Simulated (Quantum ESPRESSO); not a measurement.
# FeO2 (R-3m) in Quantum ESPRESSO: single point with PBEsol

Aim: the single point of FeO2 with PBEsol.

Program: Quantum ESPRESSO 7.5. These are calculated values, not measurements. Logs are shortened: lines on timing, memory, paths and dates and some standing lists are left out, and cuts for length are marked.

## Step 1: The crystal as given

It takes space group R-3m (No. 166, trigonal). Conventional cell: a = 2.992 Å, b = 2.992 Å, c = 14.763 Å, α = 90.00°, β = 90.00°, γ = 120.00°. Around Fe (site symmetry -3m) lie 6 O at 1.98 Å. O (site symmetry 3m) is surrounded by 3 Fe at 1.98 Å.

The cell comes from a database or a generator and needn't be the stable form of this composition.

## Step 2: Single point, PBEsol, collinear spin, ferromagnetic start

Input file run.py:

```python
import numpy as np
from ase.calculators.espresso import Espresso, EspressoProfile
from ase import Atoms

atoms = Atoms(['Fe', 'O', 'O'],
              cell=[[1.4958539147, 0.8636316603, 4.9211385085], [-1.4958539147, 0.8636316603, 4.9211385085], [0.0, -1.7272633207, 4.9211385085]],
              scaled_positions=[[0.5, 0.5, 0.5], [0.232084, 0.232084, 0.232084], [0.767916, 0.767916, 0.767916]],
              pbc=True)
atoms.set_initial_magnetic_moments([3.0, 0.0, 0.0])

input_data = {
    'control': {'calculation': 'scf', 'prefix': 'pwscf', 'outdir': './tmp', 'tprnfor': True, 'tstress': True, 'disk_io': 'nowf'},
    'system': {'ecutwfc': 56.0, 'ecutrho': 448.0, 'nbnd': 24, 'occupations': 'smearing', 'smearing': 'fd', 'degauss': 0.00367493, 'nspin': 2},
    'electrons': {'conv_thr': 6e-10, 'electron_maxstep': 120, 'mixing_beta': 0.3},
}
pseudopotentials = {'O': 'o_pbesol_v1.2.uspp.F.UPF', 'Fe': 'fe_pbesol_v1.5.uspp.F.UPF'}
profile = EspressoProfile(command='mpirun -n 2 pw.x -nk 2', pseudo_dir='pseudo')
dft = Espresso(profile=profile, input_data=input_data, pseudopotentials=pseudopotentials, kpts=(10, 10, 10), koffset=(0, 0, 0))
atoms.calc = dft

print(f'energy {atoms.get_potential_energy():.8f} eV')
print('forces (eV/A)')
print(np.round(atoms.get_forces(), 6))
print('stress (eV/A^3, Voigt)')
print(np.round(atoms.get_stress(), 8))
print(f'Fermi level {dft.get_fermi_level():.4f} eV')
```

Potentials or basis: GBRV 1.5 PBEsol.

On the command line:

```console
> OMP_NUM_THREADS=1 python run.py
```

The program printed:

```text
energy -4280.12728163 eV
forces (eV/A)
[[ 0.        0.        0.      ]
 [ 0.       -0.       -1.623531]
 [ 0.       -0.        1.623531]]
stress (eV/A^3, Voigt)
[ 0.1853696   0.1853696   0.08285271  0.          0.         -0.        ]
Fermi level 5.6564 eV
```

espresso.pwi:

```text
&CONTROL
   calculation      = 'scf'
   tstress          = .true.
   tprnfor          = .true.
   outdir           = './tmp'
   prefix           = 'pwscf'
   disk_io          = 'nowf'
   pseudo_dir       = 'pseudo'
/
&SYSTEM
   nbnd             = 24
   ecutwfc          = 56.0
   ecutrho          = 448.0
   occupations      = 'smearing'
   degauss          = 0.00367493
   smearing         = 'fd'
   nspin            = 2
   starting_magnetization(1) = 3.0
   starting_magnetization(2) = 0.0
   ntyp             = 2
   nat              = 3
   ibrav            = 0
/
&ELECTRONS
   electron_maxstep = 120
   conv_thr         = 6e-10
   mixing_beta      = 0.3
/
&IONS
/
&CELL
/
&FCP
/
&RISM
/
ATOMIC_SPECIES
Fe  55.845 fe_pbesol_v1.5.uspp.F.UPF
O  15.999 o_pbesol_v1.2.uspp.F.UPF

K_POINTS automatic
10 10 10  0 0 0

CELL_PARAMETERS angstrom
1.49585391470000 0.86363166030000 4.92113850850000
-1.49585391470000 0.86363166030000 4.92113850850000
0.00000000000000 -1.72726332070000 4.92113850850000

ATOMIC_POSITIONS angstrom
Fe  0.0000000000 -0.0000000001 7.3817077628  
O  -0.0000000000 -0.0000000000 3.4263525288  
O  -0.0000000000 -0.0000000001 11.3370629967
```

espresso.pwo:

```text
This program is part of the open-source Quantum ESPRESSO suite
     for quantum simulation of materials; please cite
         "P. Giannozzi et al., J. Phys.:Condens. Matter 21 395502 (2009);
         "P. Giannozzi et al., J. Phys.:Condens. Matter 29 465901 (2017);
         "P. Giannozzi et al., J. Chem. Phys. 152 154105 (2020);
     in publications or presentations arising from this work. More details at

Warning: card &CELL ignored
Warning: card &FCP ignored
Warning: card &RISM ignored

     Message from routine setup:
     using ibrav=0 with symmetry is DISCOURAGED, use correct ibrav instead

     K-points division:     npool     =       2
     Subspace diagonalization in iterative solution of the eigenvalue problem:
     a serial algorithm will be used

     G-vector sticks info
     --------------------
     sticks:   dense  smooth     PW     G-vecs:    dense   smooth      PW
     Sum        1905     961    319                41175    14655    2815

     Using Slab Decomposition

     bravais-lattice index     =            0
     lattice parameter (alat)  =       9.8558  a.u.
     unit-cell volume          =     257.4134 (a.u.)^3
     number of atoms/cell      =            3
     number of atomic types    =            2
     number of electrons       =        28.00
     number of Kohn-Sham states=           24
     kinetic-energy cutoff     =      56.0000  Ry
     charge density cutoff     =     448.0000  Ry
     scf convergence threshold =      6.0E-10
     mixing beta               =       0.3000
     number of iterations used =            8  plain     mixing
     Exchange-correlation= SLA  PW   PSX  PSC
                           (   1   4  10   8   0   0   0)

     celldm(1)=   9.855795  celldm(2)=   0.000000  celldm(3)=   0.000000
     celldm(4)=   0.000000  celldm(5)=   0.000000  celldm(6)=   0.000000

     crystal axes: (cart. coord. in units of alat)
               a(1) = (   0.286811   0.165591   0.943567 )
               a(2) = (  -0.286811   0.165591   0.943567 )
               a(3) = (   0.000000  -0.331181   0.943567 )

     reciprocal axes: (cart. coord. in units 2 pi/alat)
               b(1) = (  1.743306  1.006498  0.353269 )
               b(2) = ( -1.743306  1.006498  0.353269 )
               b(3) = (  0.000000 -2.012996  0.353269 )

     PseudoPot. # 1 for Fe read from file:
     fe_pbesol_v1.5.uspp.F.UPF
     Pseudo is Ultrasoft + core correction, Zval = 16.0
     Generated by new atomic code, or converted to UPF format
     Using radial grid of  861 points,  6 beta functions with:
                l(1) =   0
                l(2) =   0
                l(3) =   1
                l(4) =   1
                l(5) =   2
                l(6) =   2
     Q(r) pseudized with  8 coefficients,  rinner =    1.000   1.000   1.000
                                                       1.000   1.000

     PseudoPot. # 2 for O  read from file:
     o_pbesol_v1.2.uspp.F.UPF
     Pseudo is Ultrasoft + core correction, Zval =  6.0
     Generated by new atomic code, or converted to UPF format
     Using radial grid of  737 points,  5 beta functions with:
                l(1) =   0
                l(2) =   0
                l(3) =   1
                l(4) =   1
                l(5) =   2
     Q(r) pseudized with  8 coefficients,  rinner =    0.900   0.900   0.900
                                                       0.900   0.900

     atomic species   valence    mass     pseudopotential
     Fe               16.00    55.84500     Fe( 1.00)
     O                 6.00    15.99900     O ( 1.00)

     Starting magnetic structure
     atomic species   magnetization
     Fe              0.188
     O               0.000

     12 Sym. Ops., with inversion, found

   Cartesian axes

     site n.     atom                  positions (alat units)
         1        Fe     tau(   1) = (   0.0000000  -0.0000000   1.4153507  )
         2        O      tau(   2) = (  -0.0000000  -0.0000000   0.6569605  )
         3        O      tau(   3) = (  -0.0000000  -0.0000000   2.1737409  )

     number of k points=   116  Fermi-Dirac smearing, width (Ry)=  0.0037

     Number of k-points >= 100: set verbosity='high' to print them.

     Dense  grid:    41175 G-vectors     FFT dimensions: (  72,  72,  72)

     Smooth grid:    14655 G-vectors     FFT dimensions: (  48,  48,  48)

     Check: negative core charge=   -0.000020
     Generating pointlists ...
     new r_m :   0.1565 (alat units)  1.5426 (a.u.) for type    1
     new r_m :   0.1565 (alat units)  1.5426 (a.u.) for type    2

     Initial potential from superposition of free atoms

     starting charge      27.0000, renormalised to      28.0000
     Starting wfcs are   21 randomized atomic wfcs +    3 random wfcs

     Self-consistent Calculation

     iteration #  1     ecut=    56.00 Ry     beta= 0.30
     Davidson diagonalization with overlap
     ethr =  1.00E-02,  avg # of iterations =  4.8

     total energy              =    -314.09363328 Ry
     estimated scf accuracy    <       1.49116292 Ry

     total magnetization       =     3.26 Bohr mag/cell
     absolute magnetization    =     3.27 Bohr mag/cell

     iteration #  2     ecut=    56.00 Ry     beta= 0.30
     Davidson diagonalization with overlap
     ethr =  5.33E-03,  avg # of iterations =  2.0

     total energy              =    -313.86135111 Ry
     estimated scf accuracy    <       7.80329905 Ry

     total magnetization       =     0.80 Bohr mag/cell
     absolute magnetization    =     0.81 Bohr mag/cell

     iteration #  3     ecut=    56.00 Ry     beta= 0.30
     Davidson diagonalization with overlap
     ethr =  5.33E-03,  avg # of iterations =  1.0

     total energy              =    -314.53711554 Ry
     estimated scf accuracy    <       0.23213437 Ry

     total magnetization       =     2.42 Bohr mag/cell
     absolute magnetization    =     2.59 Bohr mag/cell

     iteration #  4     ecut=    56.00 Ry     beta= 0.30
     Davidson diagonalization with overlap
     ethr =  8.29E-04,  avg # of iterations =  1.9

     total energy              =    -314.57628596 Ry
     estimated scf accuracy    <       0.08760787 Ry

     total magnetization       =     2.00 Bohr mag/cell
     absolute magnetization    =     2.20 Bohr mag/cell

     iteration #  5     ecut=    56.00 Ry     beta= 0.30
     Davidson diagonalization with overlap
     ethr =  3.13E-04,  avg # of iterations =  1.0

     total energy              =    -314.58204582 Ry
     estimated scf accuracy    <       0.00440345 Ry

     total magnetization       =     2.00 Bohr mag/cell
     absolute magnetization    =     2.24 Bohr mag/cell

     iteration #  6     ecut=    56.00 Ry     beta= 0.30
     Davidson diagonalization with overlap
     ethr =  1.57E-05,  avg # of iterations =  2.8

     total energy              =    -314.58140794 Ry
     estimated scf accuracy    <       0.00991432 Ry

     total magnetization       =     2.00 Bohr mag/cell
     absolute magnetization    =     2.22 Bohr mag/cell

     iteration #  7     ecut=    56.00 Ry     beta= 0.30
     Davidson diagonalization with overlap
     ethr =  1.57E-05,  avg # of iterations =  2.0

     total energy              =    -314.58343314 Ry
     estimated scf accuracy    <       0.00605348 Ry

     total magnetization       =     2.00 Bohr mag/cell
     absolute magnetization    =     2.15 Bohr mag/cell
[... 48 lines left out ...]
     total magnetization       =     2.00 Bohr mag/cell
     absolute magnetization    =     2.11 Bohr mag/cell

     iteration # 13     ecut=    56.00 Ry     beta= 0.30
     Davidson diagonalization with overlap
     ethr =  1.52E-09,  avg # of iterations =  1.3

     total energy              =    -314.58358016 Ry
     estimated scf accuracy    <       0.00000009 Ry

     total magnetization       =     2.00 Bohr mag/cell
     absolute magnetization    =     2.11 Bohr mag/cell

     iteration # 14     ecut=    56.00 Ry     beta= 0.30
     Davidson diagonalization with overlap
     ethr =  3.26E-10,  avg # of iterations =  2.0

     total energy              =    -314.58358029 Ry
     estimated scf accuracy    <       0.00000003 Ry

     total magnetization       =     2.00 Bohr mag/cell
     absolute magnetization    =     2.11 Bohr mag/cell

     iteration # 15     ecut=    56.00 Ry     beta= 0.30
     Davidson diagonalization with overlap
     ethr =  9.80E-11,  avg # of iterations =  1.1

     total energy              =    -314.58358033 Ry
     estimated scf accuracy    <          5.9E-09 Ry

     total magnetization       =     2.00 Bohr mag/cell
     absolute magnetization    =     2.11 Bohr mag/cell

     iteration # 16     ecut=    56.00 Ry     beta= 0.30
     Davidson diagonalization with overlap
     ethr =  2.11E-11,  avg # of iterations =  2.0

     total energy              =    -314.58358035 Ry
     estimated scf accuracy    <          1.2E-09 Ry

     total magnetization       =     2.00 Bohr mag/cell
     absolute magnetization    =     2.11 Bohr mag/cell

     iteration # 17     ecut=    56.00 Ry     beta= 0.30
     Davidson diagonalization with overlap
     ethr =  4.18E-12,  avg # of iterations =  2.0

     Magnetic moment per site  (integrated on atomic sphere of radius R)
     atom   1 (R=0.157)  charge= 13.0372  magn=  1.8134
     atom   2 (R=0.157)  charge=  5.2824  magn=  0.0054
     atom   3 (R=0.157)  charge=  5.2824  magn=  0.0054

     End of self-consistent calculation

     Number of k-points >= 100: set verbosity='high' to print the bands.

     the Fermi energy is     5.6564 ev

!    total energy              =    -314.58358037 Ry
     estimated scf accuracy    <          2.9E-10 Ry
     smearing contrib. (-TS)   =      -0.00276014 Ry
     internal energy E=F+TS    =    -314.58082023 Ry

     The total energy is F=E-TS. E is the sum of the following terms:
     one-electron contribution =    -262.42276853 Ry
     hartree contribution      =     140.31759203 Ry
     xc contribution           =     -42.76706258 Ry
     ewald contribution        =    -149.70858116 Ry

     total magnetization       =     2.00 Bohr mag/cell
     absolute magnetization    =     2.11 Bohr mag/cell

     convergence has been achieved in  17 iterations

     Forces acting on atoms (cartesian axes, Ry/au):

     atom    1 type  1   force =     0.00000000    0.00000000    0.00000000
     atom    2 type  2   force =     0.00000000   -0.00000000   -0.06314530
     atom    3 type  2   force =     0.00000000   -0.00000000    0.06314530

     Total force =     0.089301     Total SCF correction =     0.000017

     Computing stress (Cartesian axis) and pressure

          total   stress  (Ry/bohr**3)                   (kbar)     P=     -242.25
  -0.00201893   0.00000000  -0.00000000         -297.00        0.00       -0.00
   0.00000000  -0.00201893  -0.00000000            0.00     -297.00       -0.00
   0.00000000  -0.00000000  -0.00090238            0.00       -0.00     -132.75

=------------------------------------------------------------------------------=
   JOB DONE.
=------------------------------------------------------------------------------=
```

It took 3.9 min on 2 MPI ranks of Arm Neoverse V2, shared host; peak memory 0.52 GiB.

Results:

```yaml
Free_energy: -4280.1277 eV
Pressure: -24.2 GPa
Largest_force: 1.624 eV/Å
Band_gap_on_the_k_mesh: none (metal or under the smearing width)
Net_moment: 2.00 μB per cell
Absolute_moment: 2.11 μB per cell
Site_moments: Fe +1.81; O +0.01 μB
Valence_electrons_inside_the_program's_atomic_spheres: Fe 13.04; O 5.28
```

Forces in eV/Å, atoms in the order of the input:
```
Fe   0.000  0.000  0.000
O    0.000  0.000 -1.624
O    0.000  0.000  1.624
```

Caveat: so large a pressure means that the cell lies far from this level's equilibrium, or that cutoff or potentials fall short; a cell with one magnetic atom can't hold antiferromagnetic order, which such compounds often take; semilocal functionals often make such compounds metallic where correlation or magnetic order opens a gap, which also shifts bond lengths; forces of over 1 eV/Å show positions far from the minimum, so gaps and moduli don't describe the material at rest. With open d or f shells a metallic result of PBEsol can be an artefact of self-interaction; +U or a hybrid may open a gap.
